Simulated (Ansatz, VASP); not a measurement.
# Na: VASP beside Ansatz

```
CELL_PARAMETERS angstrom
-2.37693 2.37693 1.68049
2.37693 -2.37693 1.68049
2.37693 2.37693 -1.68049
ATOMIC_POSITIONS crystal
Na 0.00000 0.00000 0.00000
```

Alike in both runs: task single point; functional LDA; k mesh 18 × 18 × 18; occupations gaussian, width 0.15 eV; no spin polarisation.

|  | VASP | Ansatz |
| --- | --- | --- |
| version | VASP 6.6.1 | Ansatz 0.2.0 |
| potentials or method | VASP PAW LDA potentials, release 64 (Na_pv) | scalar-relativistic, plane waves, PAW |
| plane-wave cutoff (eV) | 520 | 420 |
| valence electrons in the cell | 7 | 9 |

VASP gave:

```
gap on the k mesh at the Fermi level (eV)       : none
pressure (GPa)                                  : -0.8
largest component of the traceless stress (GPa) : 1.48
```

**Question.** What did Ansatz give for the same quantities?

**Answer.** gap on the k mesh at the Fermi level (eV): none; pressure (GPa): -0.7; largest component of the traceless stress (GPa): 1.48.

A gap of «none» marks a metal or a gap that the smearing closes. The two sets of potentials don't hold the same shells in valence.
